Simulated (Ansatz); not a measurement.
Take a crystal in which N has been replaced by Sb on all its sites, with the cell rescaled by a rough guess (in some cases also distorted within its space group) and nothing relaxed:

```yaml
crystal:
  lattice:
    - [0.00000, 2.43887, 2.43887]
    - [2.43887, 0.00000, 2.43887]
    - [2.43887, 2.43887, 0.00000]
  atoms:
    - { symbol: Sb, position: [0.00000, 0.00000, 0.00000] }
```

Level of theory: DFT PBE, scalar-relativistic, plane waves, PAW (Ansatz).

Plane waves to 420 eV, a k mesh through Γ of 14×14×14 on the computed 1-atom cell and Gaussian smearing (0.10 eV); no spin polarisation.

**Question.** What pressure does the cell carry?

**Answer.** The pressure is -2.9 GPa (positive in compression), so the cell would contract.

**Question.** Is it a metal on this mesh?

**Answer.** Yes, a band crosses the Fermi level.

Spin-orbit coupling is left out, which matters for the bands of heavy elements.

This fcc form isn't the element's structure at ambient conditions.